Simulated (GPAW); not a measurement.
# How the smearing moves the magnetism of linear Cr chain, spacing 2.497 A, part 2 of 2

Aim: see how far moments and order energies of linear Cr chain, spacing 2.497 A move with the smearing, and what each rung costs.

GPAW 26.7.0; PBE; plane waves with GPAW's PAW setups, scalar-relativistic.

So far, largest spin moment in the augmentation sphere (μB): step 2 (rung 1 (width 0.4 eV), start ferro +) 3.55; step 5 (rung 2 (width 0.2 eV), start antiferro q=(0,0,1/2) +-) 3.69; step 6 (rung 3 (width 0.1 eV), start ferro +) 3.89; step 7 (rung 3 (width 0.1 eV), start antiferro q=(0,0,1/2) +-) 3.73; step 8 (rung 4 (width 0.05 eV), start ferro +) 3.90.

## (9) Rung 4 (width 0.05 eV), start antiferro q=(0,0,1/2) +-

order2.py reads:

```python
import json
import numpy as np
from ase import Atoms
from ase.parallel import paropen, parprint
from gpaw import GPAW

atoms = Atoms(['Cr', 'Cr'],
    cell=[[12.0, 0.0, 0.0],
         [0.0, 12.0, 0.0],
         [0.0, 0.0, 4.994]],
    scaled_positions=[[0.5, 0.5, 0.0],
         [0.5, 0.5, 0.5]],
    pbc=True,
    magmoms=[2.5, -2.5])
atoms.calc = GPAW(mode={'name': 'pw', 'ecut': 550},
    xc='PBE',
    kpts={'size': (1, 1, 6), 'gamma': True},
    occupations={'name': 'fermi-dirac', 'width': 0.05},
    convergence={'density': 1e-05, 'energy': 1e-05},
    maxiter=200,
    symmetry={'tolerance': 1e-4},
    txt='order2.txt')
e = atoms.get_potential_energy(force_consistent=True)
res = {'free_energy': e, 'energy_sigma0': atoms.get_potential_energy(), 'fermi_energy': atoms.calc.get_fermi_level()}
res['moments'] = atoms.get_magnetic_moments().tolist()
res['total'] = atoms.get_magnetic_moment()
parprint('site moments (muB):', np.round(res['moments'], 3))
parprint(f"total moment: {res['total']:.3f} muB")
parprint(f'free energy: {e:.6f} eV')
atoms.calc.write('order2.gpw')
with paropen('results.json', 'w') as f:
    json.dump(res, f)
```

The run is started by

```
OMP_NUM_THREADS=1 python3 order2.py > order2.log
```

Numbers of over 12 decimals in the logs are rounded to 6 here.

Output:

```text
site moments (muB): [ 3.751 -3.751]
total moment: 0.000 muB
free energy: -12.774150 eV

--- order2.txt ---
Input parameters:
  mode=PW(ecut=550),
  convergence={'density': 1e-05, 'energy': 1e-05},
  kpts=MonkhorstPack(size=(1, 1, 6), gamma=True),
  maxiter=200,
  occupations=Occupations(name='fermi-dirac', width=0.05),
  symmetry=Symmetry(tolerance=0.0001),
  xc=XC(name='PBE')

Diagonalizing LCAO Hamiltonian
[...]
|          8 |        -0.167 |     0.000 |        -0.167 |     0.000 |
|          9 |        -0.153 |     0.000 |        -0.153 |     0.000 |
|         10 |         0.149 |     0.000 |         0.149 |     0.000 |
|         11 |         0.149 |     0.000 |         0.149 |     0.000 |

Gap: 0.489 eV
Transition (v -> c):
  (s=1, k=3, n=5, [0.00, 0.00, 0.50]) -> (s=0, k=3, n=6, [0.00, 0.00, 0.50])
No difference between direct/indirect transitions


[key lines of the parts left out:]
Free energy:     -12.774150
Converged in 16 steps
dipole moment: (0.000130, 0.000130, -11.758727)  # |e|*Ang
Fermi level: -3.440
```

It took 64 s on 1 MPI rank of Intel Xeon Platinum 8259CL at 2.50GHz (Skylake/Cascade Lake), shared host; peak memory 0.54 GiB.

Numbers from this step:

| Item | Value |
| --- | --- |
| magnetization | 0 μB |
| final state | antiferromagnetic |
| largest moment | 3.751 μB |

This start lies -471.3 meV a seeded atom from the first, a change of +0.3 meV since rung 3; its largest moment is 3.75 μB.

## (10) Rung 5 (width 0.02 eV), start ferro +

order1.py reads:

```python
import json
import numpy as np
from ase import Atoms
from ase.parallel import paropen, parprint
from gpaw import GPAW

atoms = Atoms(['Cr'],
    cell=[[12.0, 0.0, 0.0],
         [0.0, 12.0, 0.0],
         [0.0, 0.0, 2.497]],
    scaled_positions=[[0.5, 0.5, 0.0]],
    pbc=True,
    magmoms=[2.5])
atoms.calc = GPAW(mode={'name': 'pw', 'ecut': 550},
    xc='PBE',
    kpts={'size': (1, 1, 12), 'gamma': True},
    occupations={'name': 'fermi-dirac', 'width': 0.02},
    convergence={'density': 1e-05, 'energy': 1e-05},
    maxiter=200,
    symmetry={'tolerance': 1e-4},
    txt='order1.txt')
e = atoms.get_potential_energy(force_consistent=True)
res = {'free_energy': e, 'energy_sigma0': atoms.get_potential_energy(), 'fermi_energy': atoms.calc.get_fermi_level()}
res['moments'] = atoms.get_magnetic_moments().tolist()
res['total'] = atoms.get_magnetic_moment()
parprint('site moments (muB):', np.round(res['moments'], 3))
parprint(f"total moment: {res['total']:.3f} muB")
parprint(f'free energy: {e:.6f} eV')
atoms.calc.write('order1.gpw')
with paropen('results.json', 'w') as f:
    json.dump(res, f)
```

The run is started by

```
OMP_NUM_THREADS=1 python3 order1.py > order1.log
```

Output:

```text
site moments (muB): [3.9]
total moment: 5.167 muB
free energy: -5.915367 eV

--- order1.txt ---
Input parameters:
  mode=PW(ecut=550),
  convergence={'density': 1e-05, 'energy': 1e-05},
  kpts=MonkhorstPack(size=(1, 1, 12), gamma=True),
  maxiter=200,
  occupations=Occupations(name='fermi-dirac', width=0.02),
  symmetry=Symmetry(tolerance=0.0001),
  xc=XC(name='PBE')

Diagonalizing LCAO Hamiltonian
[...]
|          3 |        -4.501 |     1.000 |        -0.959 |     0.000 |
|          4 |        -2.990 |     0.000 |        -0.865 |     0.000 |
|          5 |        -2.990 |     0.000 |        -0.865 |     0.000 |
|          6 |        -2.296 |     0.000 |         0.425 |     0.000 |
|          7 |        -2.296 |     0.000 |         0.862 |     0.000 |
|          8 |         0.074 |     0.000 |         0.862 |     0.000 |

No gap
No difference between direct/indirect transitions


[key lines of the parts left out:]
Free energy:      -5.915367
Converged in 16 steps
dipole moment: (0.000065, 0.000065, -5.909468)  # |e|*Ang
Fermi level: -3.190
```

Elapsed: 32 s, on 1 MPI rank; peak memory 0.33 GiB.

This step gave:

```yaml
magnetization: 5.167 μB
final_state: ferromagnetic
largest_moment: 3.900 μB
```

The largest moment is that of rung 4, at 0.83 times its CPU time.

## (11) Rung 5 (width 0.02 eV), start antiferro q=(0,0,1/2) +-

order2.py is the script of step 9 with these lines changed:

```diff
@@ -17,3 +17,3 @@
     kpts={'size': (1, 1, 6), 'gamma': True},
-    occupations={'name': 'fermi-dirac', 'width': 0.05},
+    occupations={'name': 'fermi-dirac', 'width': 0.02},
     convergence={'density': 1e-05, 'energy': 1e-05},
```

The run is started by

```
OMP_NUM_THREADS=1 python3 order2.py > order2.log
```

Output:

```text
site moments (muB): [ 3.754 -3.754]
total moment: 0.000 muB
free energy: -12.773401 eV

--- order2.txt ---
Input parameters:
  mode=PW(ecut=550),
  convergence={'density': 1e-05, 'energy': 1e-05},
  kpts=MonkhorstPack(size=(1, 1, 6), gamma=True),
  maxiter=200,
  occupations=Occupations(name='fermi-dirac', width=0.02),
  symmetry=Symmetry(tolerance=0.0001),
  xc=XC(name='PBE')

Diagonalizing LCAO Hamiltonian
[...]
|          8 |        -0.158 |     0.000 |        -0.158 |     0.000 |
|          9 |        -0.143 |     0.000 |        -0.143 |     0.000 |
|         10 |         0.156 |     0.000 |         0.156 |     0.000 |
|         11 |         0.156 |     0.000 |         0.156 |     0.000 |

Gap: 0.484 eV
Transition (v -> c):
  (s=1, k=3, n=5, [0.00, 0.00, 0.50]) -> (s=1, k=3, n=6, [0.00, 0.00, 0.50])
No difference between direct/indirect transitions


[key lines of the parts left out:]
Free energy:     -12.773401
Converged in 16 steps
dipole moment: (0.000130, 0.000130, -11.757216)  # |e|*Ang
Fermi level: -3.472
```

The job ended after 66 s (1 MPI rank; peak memory 0.54 GiB).

Read from the output:

* magnetization: 0 μB
* final state: antiferromagnetic
* largest moment: 3.754 μB

This start lies -471.3 meV a seeded atom from the first, a change of -0.0 meV since rung 4; its largest moment is 3.75 μB.

## (12) Side by side

Ladder, by row:

| rung | smearing (eV) | state from the first start | state from the second start | second less first (meV a seeded atom) | moment, first (μB) | moment, second (μB) | CPU time (s) |
| --- | --- | --- | --- | --- | --- | --- | --- |
| 1 | 0.4 | ferromagnetic | antiferromagnetic | -394.6 | 3.554 | 3.585 | 123.9 |
| 2 | 0.2 | ferromagnetic | antiferromagnetic | -467.5 | 3.854 | 3.694 | 109.8 |
| 3 | 0.1 | ferromagnetic | antiferromagnetic | -471.6 | 3.895 | 3.732 | 101.1 |
| 4 | 0.05 | ferromagnetic | antiferromagnetic | -471.3 | 3.9 | 3.751 | 102.2 |
| 5 | 0.02 | ferromagnetic | antiferromagnetic | -471.3 | 3.9 | 3.754 | 98.43 |

## (13) Outcome

```json
{
 "range of the moment in the table, second start": "3.59 to 3.75 μB",
 "range of CPU time": "98 s to 2.1 min",
 "range of the energy difference": "-472 to -395 meV a seeded atom",
 "first rung from which all stay within 24 meV of the last": "2"
}
```

In words: From rung 2 on the result stays within 3.8 meV of the last rung, inside the margin of 24 meV set for it, at 112 % of the last rung's cost. The second start ends lower on every rung of the table; whether functional and cell give the true order is another question. The mesh stays the same, and a narrow smearing needs a finer one, so the last rung is no sure reference.

[Logs and program files are shortened in this print: banners, set-up blocks, solver, clock and traceback lines can be left out without a mark of their own.]

[Logs are printed without paths, hosts, clocks, repeated set-up lines and the standing remarks that a program may print on its own settings, such as how far it seeks lower states.]

[Hosts, paths, dates, database ids (printed as entryN), source tags and the programs' standing remarks are cut or masked in the printed files.]

[Where a cell is said to come from a database of computed structures, the database is the Materials Project.]
